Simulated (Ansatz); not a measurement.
## Be2C: carrier doping

Take Be$_{2}$C (space group Fm-3m, No. 225) as the base.

```
Be2C
1.0
    0.00000     2.15536     2.15536
    2.15536     0.00000     2.15536
    2.15536     2.15536     0.00000
Be C
2 1
Direct
  0.75000   0.75000   0.75000
  0.25000   0.25000   0.25000
  0.00000   0.00000   0.00000
```

Carriers are added at fixed cell with a uniform background; the Fermi–Dirac width is that of 300 K.

Level of theory: PBEsol/PAW in Ansatz (a quantum-chemistry and plane-wave program), no SOC.

Notes on the quantities. Fermi level from band edge: Fermi level relative to the doped band's edge (positive inside the band; to 0.05 eV).

```csv
change,Fermi level from band edge,gap between the host's bands
undoped,–,1.08 eV
electrons 1.0×10^21 cm⁻³,+0.50 eV,1.07 eV
electrons 1.5×10^21 cm⁻³,+0.65 eV,1.07 eV
electrons 1.0×10^22 cm⁻³,+1.95 eV,1.03 eV
electrons 2.0×10^22 cm⁻³,+2.70 eV,0.99 eV
holes 1.0×10^21 cm⁻³,+0.25 eV,1.10 eV
holes 1.5×10^21 cm⁻³,+0.30 eV,1.11 eV
holes 1.0×10^22 cm⁻³,+1.00 eV,1.30 eV
holes 2.0×10^22 cm⁻³,+1.45 eV,1.51 eV
```

Carriers are added with a uniform compensating background; total energy and stress of such cells depend on the potential's zero and are not compared; many-body gap narrowing is missing at this level. Whether these cells are dynamically stable was not tested.
